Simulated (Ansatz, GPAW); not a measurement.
Given: the input of a run of GPAW 26.7.0 (ASE script) on Ge. This isn't the form of Ge at room conditions, which is diamond.

Contents of run.py:

```python
from ase import Atoms
from ase.dft.bandgap import bandgap
from ase.io import write
from ase.units import Bohr, GPa
from gpaw import GPAW, PW, setup_paths
from gpaw.elf import elf_from_dft_calculation

setup_paths.insert(0, '.')

atoms = Atoms(['Ge', 'Ge', 'Ge', 'Ge', 'Ge', 'Ge', 'Ge', 'Ge', 'Ge', 'Ge', 'Ge', 'Ge'],
              cell=[[5.93, 0.0, 0.0],
                    [0.0, 5.93, 0.0],
                    [0.0, 0.0, 6.98]],
              scaled_positions=[[0.375, 0.1667, 0.75],
                                [0.3333, 0.875, 0.5],
                                [0.625, 0.8333, 0.25],
                                [0.6667, 0.125, 0.0],
                                [0.875, 0.3333, 0.5],
                                [0.8333, 0.625, 0.75],
                                [0.125, 0.6667, 0.0],
                                [0.1667, 0.375, 0.25],
                                [0.575, 0.425, 0.25],
                                [0.925, 0.925, 0.5],
                                [0.425, 0.575, 0.75],
                                [0.075, 0.075, 0.0]],
              pbc=True)

calc = GPAW(mode=PW(600),
            xc='PBEsol',
            kpts={'size': (5, 5, 4), 'gamma': True},
            occupations={'name': 'fermi-dirac', 'width': 0.05},
            nbands=46,
            convergence={'density': 1e-05, 'energy': 1e-05},
            maxiter=150,
            txt='gpaw.txt')
atoms.calc = calc
energy = atoms.get_potential_energy()
forces = atoms.get_forces()
stress = atoms.get_stress()
calc.write('gs.gpw')
write('result.traj', atoms)
print(f'Energy: {energy:.6f} eV')
print('Forces (eV/A):')
print(forces.round(4))
print('Stress (GPa):', (stress / GPa).round(3))
print('Fermi level:', round(calc.get_fermi_level(), 4), 'eV')
print(f'Gap: {bandgap(calc)[0]:.4f} eV, direct: {bandgap(calc, direct=True)[0]:.4f} eV')

# fields on the real-space grid
write('density.cube', atoms, data=calc.get_pseudo_density() * Bohr**3)
write('potential.cube', atoms, data=calc.get_electrostatic_potential())
write('elf.cube', atoms, data=elf_from_dft_calculation(calc).data)
```

Potentials or basis: PAW data sets generated in the run's folder for this functional, pw.

Command:

```console
$ gpaw-setup -f PBEsol Ge
$ OMP_NUM_THREADS=1 python run.py
```

Problem. Translate it to Ansatz 0.2.0. Potentials or basis there: Ansatz PAW, cutoff 420 eV.

Solution. As run (cutoffs and basis follow the program's own potentials, and thresholds, step limits or extra output files can differ):

File input.yaml:

```yaml
crystal:
  lattice:
    - [5.93, 0.0, 0.0]
    - [0.0, 5.93, 0.0]
    - [0.0, 0.0, 6.98]
  atoms:
    - { symbol: Ge, position: [0.375, 0.1667, 0.75] }
    - { symbol: Ge, position: [0.3333, 0.875, 0.5] }
    - { symbol: Ge, position: [0.625, 0.8333, 0.25] }
    - { symbol: Ge, position: [0.6667, 0.125, 0.0] }
    - { symbol: Ge, position: [0.875, 0.3333, 0.5] }
    - { symbol: Ge, position: [0.8333, 0.625, 0.75] }
    - { symbol: Ge, position: [0.125, 0.6667, 0.0] }
    - { symbol: Ge, position: [0.1667, 0.375, 0.25] }
    - { symbol: Ge, position: [0.575, 0.425, 0.25] }
    - { symbol: Ge, position: [0.925, 0.925, 0.5] }
    - { symbol: Ge, position: [0.425, 0.575, 0.75] }
    - { symbol: Ge, position: [0.075, 0.075, 0.0] }
hamiltonian:
  xc: pbesol
  pseudopotentials: { kind: paw }
kpoints:
  mp_grid: { grid: [5, 5, 4] }
scf:
  occupations: { method: fermi_dirac, width: 0.05 }
output:
  forces: true
  stress: true
  eigenvalues: true
  write_density: true
  write_potential: true
  elf: true
  volumetric_format: npy
```

Potentials or basis: Ansatz PAW.

Launch:

```bash
$ ansatz run input.yaml --threads 4 --pin off --max-ram 11264MiB --backend cpu --events-out ev --progress --plain --runs-dir out
```

Both were run:

|  | GPAW | Ansatz |
| --- | --- | --- |
| Pressure | 0.8 GPa | 0.5 GPa |
| Largest force | 0.880 eV/Å | 0.854 eV/Å |

Ansatz's pressure holds a Pulay term of +0.03 GPa for its cutoff of 420 eV, which the other run lacks.

The potentials hold 48 and 168 valence electrons a cell.

Ansatz's potentials were made for PBE.

Where Ansatz's input types no cutoff or centring, it takes its own default and a Γ-centred mesh.

Pressure is positive in compression.
